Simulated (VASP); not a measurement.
Here is a VASP 6.6.1 calculation.

The input POSCAR:

```
ZnS                                     
1.0
    0.0000000000      2.6803314386      2.6803314386
    2.6803314386      0.0000000000      2.6803314386
    2.6803314386      2.6803314386      0.0000000000
  Zn              S             
     1     1
Direct
     0.2500000000000000    0.2500000000000000    0.2500000000000000
     0.0000000000000000    0.0000000000000000    0.0000000000000000
```

Contents of INCAR.step1:

```
SYSTEM = ZnS
PREC = Accurate ; ENCUT = 520
EDIFF = 1E-5 ; ISMEAR = 0
SIGMA = 0.03 ; LREAL = .FALSE.
LASPH = .TRUE. ; NELM = 80
ALGO = Normal ; ISIF = 2
LWAVE = .TRUE. ; LCHARG = .FALSE.
NBANDS = 16 ; KPAR = 8
GGA = PE
```

Contents of INCAR.step2:

```
SYSTEM = ZnS
PREC = Accurate ; ENCUT = 520
EDIFF = 1E-6 ; ISMEAR = 0
SIGMA = 0.03 ; LREAL = .FALSE.
LASPH = .TRUE. ; NELM = 80
ALGO = Normal ; ISIF = 2
LWAVE = .FALSE. ; LCHARG = .FALSE.
GGA = PE ; LHFCALC = .TRUE.
AEXX = 0.25 ; PRECFOCK = Fast
HFRCUT = -1 ; NBANDS = 16
KPAR = 8 ; ISTART = 1
```

KPOINTS

```
regular mesh
0
G
  8 8 8
  0 0 0
```

The input KPOINTS_OPT:

```
explicit points
6
Reciprocal
 0.0000000000  0.0000000000  0.0000000000 1
 0.3750000000  0.3750000000  0.7500000000 1
 0.5000000000  0.5000000000  0.5000000000 1
 0.6250000000  0.2500000000  0.6250000000 1
 0.5000000000  0.2500000000  0.7500000000 1
 0.5000000000  0.0000000000  0.5000000000 1
```

Potentials or basis: VASP PAW PBE potentials, release 64 (Zn, S).

Run with:

```sh
$ cat potpaw_PBE.64/Zn/POTCAR potpaw_PBE.64/S/POTCAR > POTCAR
$ cp INCAR.step1 INCAR
$ mpirun -np 8 vasp_std > vasp.out
$ cp INCAR.step2 INCAR
$ mpirun -np 8 vasp_std > vasp.out
```

(1) Estimate the band gap along the path.

(2) Predict the pressure.

(3) Predict the band gap on the k mesh.

Answers

(1) 4.10 eV, direct.

(2) 2.7 GPa.

(3) 4.10 eV, direct.

Caveat: the PAW data sets were made with another functional, which shifts forces and pressure a little.

**The experiment to reproduce.**

From “Electronic, vibrational, and thermodynamic properties of ZnS (zincblende and rocksalt structure)”, 2009, arxiv:0911.5022, for a bulk crystal of ZnS at 19 K: band gap 3.85 eV (direct).

A measured gap of ZnS is 3.85 eV (direct; 19 K; quoted in “Electronic, vibrational, and thermodynamic properties of ZnS (zincblende and rocksalt structure)”, 2009, arxiv:0911.5022); the calculated 4.10 eV misses it by +0.25 eV. The value is that of PBE0, without temperature or zero-point motion.
